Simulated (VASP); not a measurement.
Runs of VASP 6.6.1 on Al. The structure is cubic, space group Fm-3m (No. 225). Conventional cell: a = 4.050 Å, b = 4.050 Å, c = 4.050 Å, α = 90.00°, β = 90.00°, γ = 90.00°. Al (site symmetry m-3m) has 12 Al at 2.86 Å as nearest neighbours. 

```csv
level,potentials or basis,pressure (GPa)
LDA,"VASP PAW LDA potentials, release 64 (Al)",-3.6
SCAN,"VASP PAW PBE potentials, release 64 (Al)",-2.3
BLYP,"VASP PAW PBE potentials, release 64 (Al)",3.1
TPSS,"VASP PAW PBE potentials, release 64 (Al)",(b)
r2SCAN,"VASP PAW PBE potentials, release 64 (Al)",-3.6
PW91,"VASP PAW PBE potentials, release 64 (Al)",0.0
RPBE,"VASP PAW PBE potentials, release 64 (Al)",(a)
```

Alike in all rows: task band structure; no spin polarisation; cell as given; k mesh 11 × 11 × 11; cutoff (eV) 520; smearing fermi-dirac 0.05 eV.

Fill in the values left out.

(a) 0.8; (b) -2.2.

Caveats: the PAW data sets were made with another functional, which shifts forces and pressure a little (some runs).
